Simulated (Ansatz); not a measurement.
# SiO2 (Stishovite): the dielectric function from several functionals

How does SiO2 (Stishovite) absorb light if electrons and holes don't interact? The runs, in order: HSE06 for the gap; optics with PBE on 6×6×8; optics with r2SCAN on 6×6×8; optics with PBE and scissors to the HSE06 gap on 6×6×8.

Method: plane waves, PAW; no local fields, no excitons, in Ansatz 0.2.0.

1 further run of the same task is left out (it didn't finish).

## (1) The system as given

The structure is tetragonal, space group P4_2/mnm (No. 136). The conventional cell has a = 4.185 Å, b = 4.185 Å, c = 2.669 Å, α = 90.00°, β = 90.00°, γ = 90.00°. Si (site symmetry mmm) has 6 O at 1.76 to 1.81 Å as nearest neighbours. O (site symmetry m2m) is surrounded by 3 Si at 1.76 to 1.81 Å.

Structure file:

```cif
data_structure
_symmetry_space_group_name_H-M 'P 1'
_symmetry_Int_Tables_number 1
_cell_length_a 4.1852
_cell_length_b 4.1852
_cell_length_c 2.6688
_cell_angle_alpha 90.000
_cell_angle_beta 90.000
_cell_angle_gamma 90.000
_cell_volume 46.75
loop_
_atom_site_label
_atom_site_type_symbol
_atom_site_fract_x
_atom_site_fract_y
_atom_site_fract_z
_atom_site_occupancy
Si1 Si 0.00000 0.00000 0.00000 1
Si2 Si 0.50000 0.50000 0.50000 1
O1 O 0.30610 0.30610 0.00000 1
O2 O 0.19390 0.80610 0.50000 1
O3 O 0.69390 0.69390 0.00000 1
O4 O 0.80610 0.19390 0.50000 1
```

Cell and atoms come from an earlier r2SCAN relaxation.

## (2) A hybrid for the gap

Contents of input.yaml:

```yaml
crystal:
  lattice:
    - [4.1851894793, 0.0, 0.0]
    - [0.0, 4.1851894793, 0.0]
    - [0.0, 0.0, 2.6688395656]
  atoms:
    - { symbol: Si, position: [0.0, 0.0, 0.0] }
    - { symbol: Si, position: [0.5, 0.5, 0.5] }
    - { symbol: O, position: [0.3061010396, 0.3061010396, 0.0] }
    - { symbol: O, position: [0.1938989604, 0.8061010396, 0.5] }
    - { symbol: O, position: [0.6938989604, 0.6938989604, 0.0] }
    - { symbol: O, position: [0.8061010396, 0.1938989604, 0.5] }
kpoints:
  mp_grid: { grid: [4, 4, 4] }
  band_path:
    path:
      - [0.0, 0.0, 0.0]
      - [0.0, 0.5, 0.0]
      - [0.5, 0.5, 0.0]
      - [0.0, 0.0, 0.5]
      - [0.0, 0.5, 0.5]
      - [0.5, 0.5, 0.5]
    npoints: 1
hamiltonian:
  xc: hse06
scf:
  occupations: { method: fixed }
  n_extra_bands: 5
output:
  forces: true
  stress: true
  eigenvalues: true
  write_density: true
  write_potential: true
  elf: true
  volumetric_format: npy
```

Started as:

```console
ansatz run input.yaml --threads 4 --pin off --max-ram 5529MiB --backend cpu --events-out ev --progress --plain --runs-dir out
```

Standard output:

```text
Warning: output.stress: scf.convergence.dr2_threshold = 1e-7 eV (the SCF's general default) is looser than the 6e-10 eV advised for a printed stress (1e-10 eV for each atom of the cell: 6). What an SCF threshold leaves in a stress goes as its square root, and in the free energy as the threshold itself, and one threshold admits the most on a small cell: of the crystals measured, under no hybrid functional and no lock of the moments, on runs that ended without the residual-converged pass, on stresses that held no estimate of that error, the worst erred by over 100 MPa in a component at 1e-7 eV an atom and by under 5 at 1e-10. Set scf.convergence.dr2_threshold to 6e-10 eV or tighter. The threshold is an SCF's pass mark: one that does not reach it within its budget of iterations ends unconverged, or closes short of it on a stop that the run arms, and scf.convergence.dr2_threshold's page says what that costs each kind of run
Warning: output.stress: scf.exx.energy_threshold = 1e-6 eV is looser than the 6e-8 eV advised for a stress under a hybrid functional (1e-8 eV for each atom of the cell: 6). Every SCF of the exchange loop can meet its threshold on dr2 while the loop round them stops early: no threshold on dr2 bounds what that leaves in the stress. Set scf.exx.energy_threshold to 6e-8 eV or tighter. The threshold is the loop's pass mark: a loop that does not reach it within its budget of cycles ends unconverged, and scf.exx.energy_threshold's page has the law
Warning: RAYON_NUM_THREADS=4 ignored (pool sized by the plan → 4); use --threads N
scf.n_extra_bands = 5 over 16 filled bands (N_el = 32.0): the run solves 21 bands
exact exchange: scf.exx.singularity resolves to wigner_seitz, which cuts the screened interaction at the faces of the exchange supercell's Wigner-Seitz cell, so that each pair interacts once, at the shortest of its separations (the periodic images that this leaves out come, for a point-like exchange hole, to about 0.001 eV on a filled level). The cut falls within the interaction's reach, and what an exchange supercell this small leaves in the energy, the band gaps and, where it is computed, the pressure is not bounded here. The exchange supercell (the smallest cell that an SCF of this deck is solved on times the 4×4×4 mesh of the exchange sum) has its nearest image at L = 10.68 Å, 2.22 times the interaction's range 1/ω = 4.81 Å. A denser mesh of the exchange sum (kpoints.mp_grid; where a k-mesh is refused, the cell repeated along its short axes), shrinks what is left. The k-mesh (kpoints.mp_grid) can leave an error of its own, as it does under a semilocal functional: two runs of this structure under PBE, one on that k-mesh and one on a denser one or on the cell repeated (per cell), show about how large it is in the energy; in a metal the hybrid's can be larger than they show. Converge the k-mesh under the hybrid itself. See scf.exx.q_mesh
Engine: ansatz 0.2.0, x86_64-unknown-linux-gnu
Pseudopotentials: kind: paw
Pseudopotential: Si, paw, valence charge 4, recommended cutoff 420 eV (normal), Si.paw.azcp
Pseudopotential: O, paw, valence charge 6, recommended cutoff 420 eV (normal), O.paw.azcp
Functional definition: HSE06
  parameter a = 0.25
  parameter omega = 0.11/bohr
  exchange = pbe_x - a*pbe_x_sr(omega) + a*exact_x_sr(omega)
  correlation = pbe_c
davidson cushion auto → on  (no smearing: the cushion is to keep the highest requested band from converging to the state above it; pin scf.eigensolver.cushion to override)
Crystal: 6 atoms, lattice volume = 46.747 Å³
Basis set: ecut = 420 eV, 913 PW (Γ), exchange–correlation on 60×60×36 points (8 copies of the dense FFT grid, shifted against one another)
Bands: 21, of which v1, the nominal top of the filled ones, is band 16 counted from 1 (15 counted from 0)
Symmetry: 16 space group operations
Space group: P42/mnm (ITA 136), of the structure as read, at distance tolerance 3.6e-5 Å
k-points: 18 of 64
Non-local potential: Si, projectors of the file, l = 0: 2, l = 1: 2, l = 2: 2
Non-local potential: O, projectors of the file, l = 0: 2, l = 1: 2, l = 2: 1
PAW form: soft (Blöchl's): semilocal exchange-correlation on the pseudo side does not see the compensation charge
PAW frozen core: Si, regenerated for the run's functional, and the local potential with it (the file was generated under x = pbe(κ = 0.804, μ = 0.2195149727645171), c = pbe(β = 0.06672455060314922))
PAW frozen core: O, regenerated for the run's functional, and the local potential with it (the file was generated under x = pbe(κ = 0.804, μ = 0.2195149727645171), c = pbe(β = 0.06672455060314922))
PAW one-centre angular grid: Si, 110 points (default); XC on 64 Gauss nodes
PAW one-centre angular grid: O, 110 points (default); XC on 96 Gauss nodes
Initial density: superposition of atomic densities (neutral atoms: chi_scale 0, normalization atom), corrected by the library's trained network
Initial wavefunctions: pseudopotential atomic-orbital guess
Functional: x = pbe(κ = 0.804, μ = 0.2195149727645171), c = pbe(β = 0.06672455060314922), warm-up for x = pbe(κ = 0.804, μ = 0.2195149727645171) + 0.25 (exact − pbe) at short range (hse, ω = 0.20786987370883472 Å⁻¹), c = pbe(β = 0.06672455060314922); HSE06 as pw.x's `hse` composes it (authors' and Libxc's form: `xc: wpbeh`)
SCF iter   1: F=—  HF=-3546.970851 eV  |F-HF|=—  |Δ(HF+E_count)|=         —  Δρ=3.41e-3  dr2=2.17e-3  ethr=1.77e-3  ⟨swp⟩=2.4  Hψ=2833  notcnv=0
preconditioner: auto → none  [insulator: Δε(μ)=5.577 eV  Ē_g=18.375 eV  n_scr=10 (ndim 8)  ℏωp=30.7 eV  f_vac=0.000]
SCF iter   2: F=-3546.970972 eV  HF=-3546.970899 eV  |F-HF|=7.30e-5  |Δ(HF+E_count)|=   4.76e-5  Δρ=1.50e-3  dr2=2.96e-4  ethr=6.79e-6  ⟨swp⟩=4.4  Hψ=1155  notcnv=0  defer=1
SCF 1 stopped early in 2 iterations: F = -3546.970972 eV  dr2 = 2.96e-4
Initial density: handed on by an earlier stage of this run
Initial wavefunctions: those handed on with the density
Functional: x = pbe(κ = 0.804, μ = 0.2195149727645171) + 0.25 (exact − pbe) at short range (hse, ω = 0.20786987370883472 Å⁻¹), c = pbe(β = 0.06672455060314922); HSE06 as pw.x's `hse` composes it (authors' and Libxc's form: `xc: wpbeh`)
Exchange kernel: α = 0.2500, screened, ω = 0.2079 Å⁻¹, Wigner–Seitz truncation, v(0) = 1001.7421 eV·Å³, q-mesh 4×4×4, nearest image of the exchange supercell L = 10.68 Å, pair-density grid 30×30×18, without the augmentation charges, whose exchange is taken in its separable form by FFT convolution over the k-point mesh (the finest that the files' search goes to), smooth part of the exact exchange by density-matrix convolution
Frozen-core exchange: fock
SCF iter   1: F=—  HF=-3547.821877 eV  |F-HF|=—  |Δ(HF+E_count)|=         —  Δρ=9.20e-3  dr2=2.19e-2  ethr=9.26e-6  ⟨swp⟩=6.9  Hψ=1836  notcnv=0
preconditioner: auto → none  [insulator: Δε(μ)=7.679 eV  Ē_g=21.079 eV  n_scr=10 (ndim 8)  ℏωp=30.7 eV  f_vac=0.000]
SCF iter   2: F=—  HF=-3547.813273 eV  |F-HF|=—  |Δ(HF+E_count)|=   8.60e-3  Δρ=4.48e-3  dr2=3.98e-3  ethr=9.26e-6  ⟨swp⟩=3.9  Hψ=1178  notcnv=0
SCF iter   3: F=—  HF=-3547.822178 eV  |F-HF|=—  |Δ(HF+E_count)|=   8.91e-3  Δρ=1.56e-3  dr2=1.06e-3  ethr=9.26e-6  ⟨swp⟩=3.5  Hψ=1003  notcnv=0
iter 4 solved again at ethr=2.55e-7 eV; its pass at ethr=3.20e-6 eV (dr2=8.15e-5 eV) is discarded
SCF iter   4: F=—  HF=-3547.821860 eV  |F-HF|=—  |Δ(HF+E_count)|=   3.18e-4  Δρ=5.09e-4  dr2=1.17e-4  ethr=2.55e-7  ⟨swp⟩=2.0  Hψ=1980  notcnv=0
SCF iter   5: F=—  HF=-3547.821829 eV  |F-HF|=—  |Δ(HF+E_count)|=   3.10e-5  Δρ=8.82e-5  dr2=9.44e-6  ethr=2.55e-7  ⟨swp⟩=3.0  Hψ=976  notcnv=0
SCF iter   6: F=—  HF=-3547.821928 eV  |F-HF|=—  |Δ(HF+E_count)|=   9.91e-5  Δρ=1.41e-4  dr2=6.88e-6  ethr=4.75e-9  ⟨swp⟩=5.2  Hψ=1531  notcnv=0  defer=1
SCF iter   7: F=-3547.821921 eV  HF=-3547.821926 eV  |F-HF|=5.11e-6  |Δ(HF+E_count)|=   2.26e-6  Δρ=1.24e-5  dr2=1.30e-7  ethr=4.75e-9  ⟨swp⟩=3.9  Hψ=1241  notcnv=0
SCF 2 stopped early in 7 iterations: F = -3547.821921 eV  dr2 = 1.30e-7
  Residual-converged pass: ⟨swp⟩=3.2  Hψ=971  notcnv=0  max |occ|·‖R‖ = 6.2e-6 eV (tolerance 6.7e-6 eV)  dr2=1.28e-7  dr2_onsite=2.14e-9  max |Δocc| = 0.0e0
hybrid outer 1: dexx = +1.116e-2 eV, tail = 1.36e-5 eV
Exchange kernel: α = 0.2500, screened, ω = 0.2079 Å⁻¹, Wigner–Seitz truncation, v(0) = 1001.7421 eV·Å³, q-mesh 4×4×4, nearest image of the exchange supercell L = 10.68 Å, pair-density grid 30×30×18, without the augmentation charges, whose exchange is taken in its separable form by FFT convolution over the k-point mesh (the finest that the files' search goes to), smooth part of the exact exchange by density-matrix convolution
Frozen-core exchange: fock
SCF iter   1: F=—  HF=-3547.821930 eV  |F-HF|=—  |Δ(HF+E_count)|=         —  Δρ=3.22e-5  dr2=1.81e-7  ethr=2.13e-7  ⟨swp⟩=3.4  Hψ=984  notcnv=0
preconditioner: auto → none  [insulator: Δε(μ)=7.661 eV  Ē_g=21.060 eV  n_scr=10 (ndim 8)  ℏωp=30.7 eV  f_vac=0.000]
SCF iter   2: F=—  HF=-3547.821930 eV  |F-HF|=—  |Δ(HF+E_count)|=   3.00e-7  Δρ=2.22e-5  dr2=1.07e-7  ethr=5.12e-10  ⟨swp⟩=5.1  Hψ=1479  notcnv=0  defer=2
SCF iter   3: F=—  HF=-3547.821930 eV  |F-HF|=—  |Δ(HF+E_count)|=   9.97e-9  Δρ=6.58e-6  dr2=4.93e-9  ethr=3.24e-10  ⟨swp⟩=3.1  Hψ=908  notcnv=0
SCF iter   4: F=-3547.821930 eV  HF=-3547.821930 eV  |F-HF|=4.18e-11  |Δ(HF+E_count)|=   4.90e-9  Δρ=4.31e-7  dr2=5.19e-10  ethr=1.40e-11  ⟨swp⟩=4.0  Hψ=1164  notcnv=0
SCF 3 converged in 4 iterations: F = -3547.821930 eV  dr2 = 5.19e-10
  Residual-converged pass: ⟨swp⟩=3.0  Hψ=930  notcnv=0  max |occ|·‖R‖ = 7.7e-7 eV (tolerance 7.7e-7 eV)  dr2=5.24e-10  dr2_onsite=3.73e-12  max |Δocc| = 0.0e0
hybrid outer 2: dexx = +1.641e-7 eV, tail = 4.22e-9 eV, Δε = 1.61e-3 eV (about 3.08e-5 eV left of the loop's levels), ΔF = 1.09e-3 eV/Å (tail 1.89e-4)
NSCF: frozen V_eff on 6 k-points
hybrid SCF converged: 2 outer / 11 inner (+2 warm-up), last move |dexx| = 1.64e-7 eV, tail = 4.22e-9 eV
Stability not checked: this state was not tested for a lower state beside it, because the functional holds exact exchange (a hybrid, or Hartree-Fock), whose exchange loop this test does not read (fock_operator; see scf.lower_state_search)
Free energy (F): -3547.821930 eV
Frozen-core exchange: fock
Harris-Foulkes:  -3547.821930 eV  (|F-HF|=4.18e-11)
Internal energy: -3547.821930 eV  (E = F + TS)
E sigma→0 (E₀):  -3547.821930 eV
Fermi energy:    9.148324 eV
--- Per-component energies (eV) ---
  E_band       = 5.640123
  E_kinetic    = 818.871688
  E_local      = -1220.112596  (includes V_loc(G=0)·N_el)
  E_nonlocal   = 230.304420
  E_hartree    = 435.278762
  E_xc         = -331.570839
  E_vxc        = -383.092735  (∫ρ·V_xc dr)
  E_exx        = -92.760106  (= α·E_x^exact, valence–valence)
  E_paw        = -1650.634326  (= ΣΔE_a)
  E_vpaw       = -125.377853  (= ΣTr[D̂ρ^β])
  E_aug_tail   = 0.010073  (compensation charges beyond the density's cutoff)
  E_ewald      = -1736.984135
  E_core_change = -0.224872  (= ΣΔE_core)
  E_smearing   = -0.000000  (= −TS)
  E_closure    = -0.000001  (closes the sum)
  Σ components = -3547.821930   (vs F -3547.821930, Δ=9.09e-13)
--- Forces (eV/Å), atoms counted from 1 ---
  atom   1  Si     0.00000000     0.00000000     0.00000000
  atom   2  Si     0.00000000     0.00000000     0.00000000
  atom   3  O      0.04325000     0.04325000     0.00000000
  atom   4  O     -0.04325000     0.04325000     0.00000000
  atom   5  O     -0.04325000    -0.04325000    -0.00000000
  atom   6  O      0.04325000    -0.04325000    -0.00000000
  max |Σ_I F_I| component: 4.73e-30 eV/Å
--- Stress (GPa, compression-positive) ---
       -1.745225       0.000000       0.000000
        0.000000      -1.745225       0.000000
        0.000000       0.000000      -2.194132
  P = ⅓ Tr σ = -1.8949 GPa (-18.949 kbar)
--- Band table (eV; the first three rows and the last of 18) ---
  k-point 0: bands = ["-15.0107", "-11.2349", "-11.2349", "-10.9580", "-2.2192", "2.4929", "2.4929", "2.5534", "3.6544", "4.0161", "6.0782", "6.0782", "6.7318", "8.3236", "8.3236", "9.1483", "16.8093", "17.8820", "19.7590", "19.7590", "22.3235"]
  k-point 1: bands = ["-14.1651", "-10.9896", "-10.8417", "-10.8417", "-1.9187", "2.1773", "2.5167", "3.2145", "3.2145", "3.5012", "3.8615", "3.8615", "4.7304", "7.6367", "7.6367", "8.3137", "18.8175", "21.3267", "21.4338", "22.7191", "22.7191"]
  k-point 2: bands = ["-12.1938", "-12.1938", "-10.3905", "-10.3905", "-0.7248", "-0.7248", "2.0366", "2.0366", "2.6998", "2.6998", "4.5305", "4.5305", "5.9205", "5.9205", "6.3189", "6.3189", "20.5162", "20.5162", "24.0956", "24.0956", "24.3036"]
  k-point 17: bands = ["-11.8456", "-11.8456", "-10.6277", "-10.6277", "-2.0677", "-2.0677", "0.6407", "0.6407", "4.5798", "4.5798", "4.6741", "4.6741", "7.3442", "7.3442", "7.4895", "7.4895", "18.4547", "18.4547", "22.3156", "22.3156", "23.0229"]
```

Run time: 20 s. Hardware: 4 threads of Intel Xeon Platinum 8259CL at 2.50GHz (Skylake/Cascade Lake), shared host; peak memory 0.84 GiB.

HSE06 puts the least direct gap over the mesh and the named points at 7.661 eV, and the least gap at 7.661 eV.

(Part 1 of 3 ends here.)
